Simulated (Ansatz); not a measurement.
MoS2, 3 atoms in the cell. The typed cell holds 3 atoms: a = 3.227 Å, b = 3.227 Å, c = 6.312 Å, α = 90.00°, β = 90.00°, γ = 120.00°. The cell comes from a database or a generator and needn't be the stable form of this composition. The cell isn't the ideal one: atoms moved at random, drawn with an rms of 0.05 Å.

```yaml
Program: Ansatz 0.2.0
Task: single point
Functional: PBEsol
Potentials_or_basis: Ansatz PAW
Cutoff: "420 eV (not typed: the program's choice for these potentials)"
k_mesh: 9 × 9 × 4
Occupations: fermi-dirac, width 0.05 eV
Spin: no spin polarisation
```

Potentials or basis: Ansatz PAW.

The run is started by

```bash
$ ansatz run input.yaml --threads 2 --pin off --max-ram 5632MiB --backend cpu --events-out ev --progress --plain --runs-dir out
```

Hardware: 2 threads of Arm Neoverse V2, with other jobs on the host.

Problem. How long does it take, and how much memory?

Solution. Wall time 10 s on 2 threads of Arm Neoverse V2 (shared host), peak memory 0.45 GiB. Counts: scf iterations 6, plane waves 1137, k points 163, bands 17.
